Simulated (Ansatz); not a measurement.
Computed with DFT PBE, scalar-relativistic, plane waves, PAW (Ansatz 0.2.0). Settings: cutoff 420 eV, Γ-centred meshes spaced at most about 0.3 Å⁻¹ (2π included), Gaussian smearing. No spin polarisation.

Temperature and zero-point effects are left out.

Two forms of WS₂ were relaxed alike.

A.

```yaml
crystal:
  lattice:
    - [3.18798, 0.00000, 0.00000]
    - [-1.59399, 2.76087, 0.00000]
    - [0.00000, 0.00000, 37.80560]
  atoms:
    - { symbol: W, position: [0.66667, 0.33333, 0.40220] }
    - { symbol: W, position: [0.66667, 0.33333, 0.79416] }
    - { symbol: W, position: [0.33333, 0.66667, 0.20584] }
    - { symbol: W, position: [0.33333, 0.66667, 0.59780] }
    - { symbol: S, position: [0.66667, 0.33333, 0.16429] }
    - { symbol: S, position: [0.66667, 0.33333, 0.55625] }
    - { symbol: S, position: [0.33333, 0.66667, 0.36065] }
    - { symbol: S, position: [0.33333, 0.66667, 0.75260] }
    - { symbol: S, position: [0.66667, 0.33333, 0.24740] }
    - { symbol: S, position: [0.66667, 0.33333, 0.63935] }
    - { symbol: S, position: [0.33333, 0.66667, 0.44375] }
    - { symbol: S, position: [0.33333, 0.66667, 0.83571] }
```

B.

```yaml
crystal:
  lattice:
    - [1.59391, 0.92025, 7.47623]
    - [-1.59391, 0.92025, 7.47623]
    - [0.00000, -1.84049, 7.47623]
  atoms:
    - { symbol: W, position: [0.99932, 0.99932, 0.99932] }
    - { symbol: S, position: [0.59594, 0.59594, 0.59594] }
    - { symbol: S, position: [0.73603, 0.73603, 0.73603] }
```

**Question.** Which is lower in energy, and by how much?

**Answer.** They are level within the accuracy (under 1 meV/atom apart). A has space group P-3m1 (No. 164), 27.7 Å³/atom and a gap of 1.66 eV on its mesh; B has the 3R molybdenite type, space group R3m (No. 160), 21.9 Å³/atom and a gap of 1.64 eV. Counting S atoms around W (those within 1.25 times the shortest such distance or 1.15 times the sum of covalent radii), A and B both have W 6. Origin: A, reached from a Materials Project cell; B, reached from a cell as deposited in COD, among other starts. The lowest form computed isn't among them: it has the 2H molybdenite type, space group P6_3/mmc (No. 194), 21.8 Å³/atom, is reached from a Materials Project cell and lies under 1 meV/atom below the best shown.

No dispersion correction is applied, so the spacing and binding between layers, chains or molecules are poorly described (P-3m1, R3m), and this can change margins and order among such cells. Spin–orbit coupling, which can matter for W, is left out. Kohn–Sham gaps at this level usually fall short of measured ones. Some candidate types were left out of the draw beforehand, so a known form may be missing.

The two cells differ less in bonding than in how the layers are packed. A is effectively a four-layer film: its coordinates leave an empty region about as wide as a missing layer, which accounts for most of its larger volume per atom. B is a continuous 3R stack. In both, W sits in a trigonal prism of S, and the strong W–S bonds lie within the layers, so stacking and even the empty region barely affect the energy. The near-tie therefore reflects almost vanishing interlayer cohesion and doesn't make A a competing bulk polytype; real attraction between layers should favour closing the void.

The similar gaps have the same local origin. The prismatic field splits the W 5d shell, and the two d electrons of formal W(IV) fill the lowest, largely dz² band. Even in B the layers are clearly further apart than in real WS₂, which probably weakens the interlayer S pz and W dz² mixing that narrows the bulk gap. Both values are thus likely closer to the isolated-layer limit than those of a properly bound crystal would be.
